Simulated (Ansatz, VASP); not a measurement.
# Si4C in VASP and in Ansatz

INCAR

```
PREC = Accurate
ENCUT = 520
EDIFF = 1E-7
ISMEAR = 0
SIGMA = 0.1
LREAL = False
LASPH = True
NELM = 60
ALGO = Normal
ISIF = 2
LWAVE = False
LCHARG = False
GGA = PE
NBANDS = 31
```

The input KPOINTS:

```
Automatic mesh
0
Gamma
  4 4 4
```

POSCAR

```
Si4C
1.0
    0.0000000000      0.0000000000      5.0505531161
   -3.9709595635      3.9709595635      2.5252765581
   -3.9709595635     -3.9709595635      2.5252765581
Si C
8 2
Direct
    0.0266729345      0.2716437803      0.0949923955
    0.7016832851      0.9050076045      0.2716437803
    0.8566908897      0.7716437803      0.5949923955
    0.3933091103      0.7283562197      0.9050076045
    0.5483167149      0.5949923955      0.2283562197
    0.8783346700      0.0949923955      0.7283562197
    0.2233270655      0.2283562197      0.4050076045
    0.3716653300      0.4050076045      0.7716437803
    1.0000000000      0.0000000000      1.0000000000
    0.2500000000      0.5000000000      0.5000000000
```

Input for Ansatz:

```yaml
crystal:
  lattice:
    - [0.0, 0.0, 5.0505531161]
    - [-3.9709595635, 3.9709595635, 2.5252765581]
    - [-3.9709595635, -3.9709595635, 2.5252765581]
  atoms:
    - { symbol: Si, position: [0.0266729345, 0.2716437803, 0.0949923955] }
    - { symbol: Si, position: [0.7016832851, 0.9050076045, 0.2716437803] }
    - { symbol: Si, position: [0.8566908897, 0.7716437803, 0.5949923955] }
    - { symbol: Si, position: [0.3933091103, 0.7283562197, 0.9050076045] }
    - { symbol: Si, position: [0.5483167149, 0.5949923955, 0.2283562197] }
    - { symbol: Si, position: [0.87833467, 0.0949923955, 0.7283562197] }
    - { symbol: Si, position: [0.2233270655, 0.2283562197, 0.4050076045] }
    - { symbol: Si, position: [0.37166533, 0.4050076045, 0.7716437803] }
    - { symbol: C, position: [1.0, 0.0, 1.0] }
    - { symbol: C, position: [0.25, 0.5, 0.5] }
basis:
  ecutwfc: 420
kpoints:
  mp_grid: { grid: [4, 4, 4] }
hamiltonian:
  xc: pbe
scf:
  occupations: { method: gaussian, width: 0.1 }
  lower_state_search: "off"
output:
  forces: true
  stress: true
  eigenvalues: true
```

Alike in both runs: task single point; functional PBE; k mesh 4 × 4 × 4; occupations gaussian, width 0.1 eV; no spin polarisation.

```csv
,VASP,Ansatz
version,VASP 6.6.1,Ansatz 0.2.0
potentials or method,"VASP PAW PBE potentials, release 64 (Si, C)","scalar-relativistic, plane waves, PAW"
plane-wave cutoff (eV),520,420
valence electrons in the cell,40,40
```

|  | VASP | Ansatz | Ansatz less VASP |
| --- | --- | --- | --- |
| gap on the k mesh at the Fermi level (eV) | 0.83 | 0.83 | -0.001 |
| least direct gap on the mesh (eV) | 1.64 | 1.64 | 0.000 |
| pressure (GPa) | -0.1 | 0.0 | +0.07 |
| rms of the force components (eV/Å) | 0.006 | 0.001 | -0.0047 |

Atom by atom the forces differ by 0.005 eV/Å (rms over components).

A k mesh can miss the band edges.
